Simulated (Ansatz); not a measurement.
The geometry is COD entry 9008834, unchecked; take it as a test cell.

BN: DFT, PBEsol, PAW with Ansatz's default frozen-core files, scalar-relativistic (Ansatz 0.2.0).

Command: `ansatz run input.yaml --threads 1 --pin off --max-ram 3072MiB --backend cpu --events-out ev --progress --plain --runs-dir out` The run took 13 s on 1 thread of Intel(R) Xeon(R) 6975P-C (Granite Rapids), with other jobs on the host, peak memory 0.33 GiB.

```yaml
crystal:
  lattice:
    - [0.0, 1.8075, 1.8075]
    - [1.8075, 0.0, 1.8075]
    - [1.8075, 1.8075, 0.0]
  atoms:
    - { symbol: B, position: [0.0, 0.0, 0.0] }
    - { symbol: "N", position: [0.75, 0.75, 0.75] }
kpoints:
  mp_grid: { grid: [13, 13, 13] }
  band_path:
    path:
      - [0.0, 0.0, 0.0]
      - [-0.5, -0.5, 0.0]
      - [-0.375, -0.375, 0.25]
      - [-0.375, 0.0, 0.375]
      - [0.0, 0.0, 0.0]
      - [0.0, 0.0, 0.5]
      - [-0.5, -0.25, 0.25]
      - [-0.5, -0.5, 0.0]
    npoints: 14
scf:
  occupations: { method: fermi_dirac, width: 0.03 }
hamiltonian:
  xc: pbesol
  pseudopotentials: { kind: paw }
output:
  forces: true
  stress: true
  eigenvalues: true
  efg: { contact_densities: true }
  populations: true
  bader: true
  dos: { projected: true, de: 0.2, e_range: [-14, 8] }
  write_density: true
  write_potential: true
  elf: true
  volumetric_format: npy
```

Output:

```
Engine: ansatz 0.2.0
Pseudopotentials: kind: paw
Pseudopotential: B, paw, valence charge 3, recommended cutoff 420 eV (normal)
Pseudopotential: N, paw, valence charge 5, recommended cutoff 420 eV (normal)
Functional definition: PBEsol
  exchange = pbesol_x
  correlation = pbesol_c
Crystal: 2 atoms, lattice volume = 11.810 Å³
Basis set: ecut = 420 eV, 259 PW (Γ), exchange–correlation on 36×36×36 points (8 copies of the dense FFT grid, shifted against one another)
Bands: 8, of which v1, the nominal top of the filled ones, is band 4 counted from 1 (3 counted from 0)
Symmetry: 24 space group operations
Space group: F-43m (ITA 216), of the structure as read, at distance tolerance 2.3e-5 Å
k-points: 84 of 2197 (time reversal used)
Non-local potential: B, projectors of the file, l = 0: 2, l = 1: 2, l = 2: 1
Non-local potential: N, projectors of the file, l = 0: 2, l = 1: 2, l = 2: 1
PAW form: soft (Blöchl's): semilocal exchange-correlation on the pseudo side does not see the compensation charge
PAW frozen core: B, regenerated for the run's functional, and the local potential with it (the file was generated under x = pbe(κ = 0.804, μ = 0.2195149727645171), c = pbe(β = 0.06672455060314922))
PAW frozen core: N, regenerated for the run's functional, and the local potential with it (the file was generated under x = pbe(κ = 0.804, μ = 0.2195149727645171), c = pbe(β = 0.06672455060314922))
PAW one-centre angular grid: B, 110 points (default); XC on 64 Gauss nodes
PAW one-centre angular grid: N, 110 points (default); XC on 64 Gauss nodes
Initial density: superposition of atomic densities (neutral atoms: chi_scale 0, normalization atom), corrected by the library's trained network
Initial wavefunctions: pseudopotential atomic-orbital guess
Functional: x = pbesol(κ = 0.804, μ = 0.12345679012345678), c = pbesol(β = 0.046)
SCF iter   1: F=—  HF=-533.838021 eV  |F-HF|=—  |Δ(HF+E_count)|=         —  Δρ=8.93e-3  dr2=7.24e-3  ethr=1.77e-3  ⟨swp⟩=4.4  Hψ=4261  notcnv=0
preconditioner: auto → none  [insulator: Δε(μ)=4.285 eV  Ē_g=19.921 eV  σ=0.030 eV  W_gap=1.00  n_scr=0 (ndim 8)  ℏωp=30.6 eV  f_vac=0.000  D(μ)=0.00/eV (n_scr^D=0)  ε∞_Penn≈3.4]
SCF iter   2: F=—  HF=-533.835825 eV  |F-HF|=—  |Δ(HF+E_count)|=   2.20e-3  Δρ=2.53e-3  dr2=5.85e-4  ethr=9.05e-5  ⟨swp⟩=2.3  Hψ=1767  notcnv=0
SCF iter   3: F=—  HF=-533.835654 eV  |F-HF|=—  |Δ(HF+E_count)|=   1.71e-4  Δρ=8.34e-4  dr2=5.94e-5  ethr=7.31e-6  ⟨swp⟩=2.0  Hψ=977  notcnv=0
SCF iter   4: F=—  HF=-533.835643 eV  |F-HF|=—  |Δ(HF+E_count)|=   1.10e-5  Δρ=1.54e-4  dr2=1.53e-6  ethr=7.42e-7  ⟨swp⟩=2.0  Hψ=1008  notcnv=0
iter 5 did not close the SCF: its close was put off for the readings that it lacked (scf_convergence_deferred on its scf_iter line)
SCF iter   5: F=-533.835643 eV  HF=-533.835643 eV  |F-HF|=2.45e-9  |Δ(HF+E_count)|=   1.48e-7  Δρ=9.62e-6  dr2=4.04e-9  ethr=1.91e-8  ⟨swp⟩=2.0  Hψ=1001  notcnv=0
SCF iter   6: F=-533.835643 eV  HF=-533.835643 eV  |F-HF|=2.46e-11  |Δ(HF+E_count)|=   2.79e-9  Δρ=8.16e-7  dr2=1.70e-11  ethr=5.05e-11  ⟨swp⟩=4.2  Hψ=3128  notcnv=0
SCF 1 converged in 6 iterations: F = -533.835643 eV  dr2 = 1.70e-11
  greatest PAW one-centre occupation: 0.784 electrons in one spin orbital (limit 2), on the N atom at site 1 (counted from 0), in its partial waves of l = 0
NSCF: frozen V_eff on 99 k-points
SCF converged after 6 iterations
Free energy (F): -533.835643 eV
Harris-Foulkes:  -533.835643 eV  (|F-HF|=2.46e-11)
Internal energy: -533.835643 eV  (E = F + TS)
E sigma→0 (E₀):  -533.835643 eV
Fermi energy:    13.307304 eV
--- Per-component energies (eV) ---
  E_band       = 25.910057
  E_kinetic    = 184.960754
  E_local      = -174.378931  (includes V_loc(G=0)·N_el)
  E_nonlocal   = 56.699319
  E_hartree    = 48.432357
  E_xc         = -92.666815
  E_vxc        = -115.684281  (∫ρ·V_xc dr)
  E_paw        = -198.540587  (= ΣΔE_a)
  E_vpaw       = -22.551640  (= ΣTr[D̂ρ^β])
  E_aug_tail   = 0.000100  (compensation charges beyond the density's cutoff)
  E_ewald      = -358.384650
  E_core_change = 0.042810  (= ΣΔE_core)
  E_smearing   = -0.000000  (= −TS)
  E_closure    = -0.000000  (closes the sum)
  Σ components = -533.835643   (vs F -533.835643, Δ=0.00e0)
--- Forces (eV/Å), atoms counted from 1 ---
  atom   1  B     -0.00000000     0.00000000     0.00000000
  atom   2  N      0.00000000     0.00000000     0.00000000
  max |Σ_I F_I| component: 5.64e-16 eV/Å
--- Stress (GPa, compression-positive) ---
       -2.945644       0.000000      -0.000000
        0.000000      -2.945644       0.000000
       -0.000000       0.000000      -2.945644
  P = ⅓ Tr σ = -2.9456 GPa (-29.456 kbar)
--- PAW observables at the nuclei: V_zz in 10²¹ V/m², potentials from the cell's mean, atoms counted from 1 ---
  atom   1  B  V_zz =    +0.000000   η = 0.0000   by run symmetry: forbidden
            electrostatic potential = -327.574476 V   contact ρ = 481.164679 e/Å³
  atom   2  N  V_zz =    -0.000000   η = 0.0000   by run symmetry: forbidden
            electrostatic potential = -517.543171 V   contact ρ = 1401.098837 e/Å³
--- Band table (eV; the first three rows and the last of 84) ---
  k-point 0: bands = ["-9.1180", "11.1341", "11.1341", "11.1341", "19.9043", "19.9043", "19.9043", "21.3750"]
  k-point 1: bands = ["-8.9731", "10.3425", "10.9782", "10.9782", "20.0774", "20.1408", "20.1408", "21.8727"]
  k-point 2: bands = ["-8.5427", "8.4685", "10.5879", "10.5879", "20.3565", "20.7105", "20.7105", "23.0716"]
  k-point 83: bands = ["-3.2398", "3.2682", "4.1271", "5.0193", "20.4507", "24.0594", "25.2001", "26.5832"]
--- Löwdin populations: 2 sites ---
  site symbol       q [e]
     0      B      2.7041
     1      N      5.2689
  spilling = 0.003369 (of n_electrons = 8.000000)
--- Bader charges: 2 sites ---
  site symbol  charge [e]  shift [e]
     0      B      2.1614     0.0002
     1      N     -2.1614     0.0002
  estimated error of the sums over rays = 4.6e-4 e
```

populations.tsv:

```
# site	symbol	l	j	q
# orbitals = lowdin
# n_electrons = 8.000000
# spilling = 0.003369
0	B	0_2S	-	0.645359
0	B	1_2P	-	2.058775
1	N	0_2S	-	1.173270
1	N	1_2P	-	4.095648
```

bader_charges.tsv:

```
# site	symbol	x_ang	y_ang	z_ang	partial_charge_e	electrons	volume_ang3	relative_density_drop	shared_charge_e	partial_wave_shift_e
# quadrature_error_electrons = 4.6e-4
0	B	0.0000	0.0000	0.0000	2.16136	2.83864	1.66	-	2.16136	0.00023
1	N	2.7113	2.7113	2.7113	-2.16136	9.16136	10.15	-	-2.16136	0.00023
```
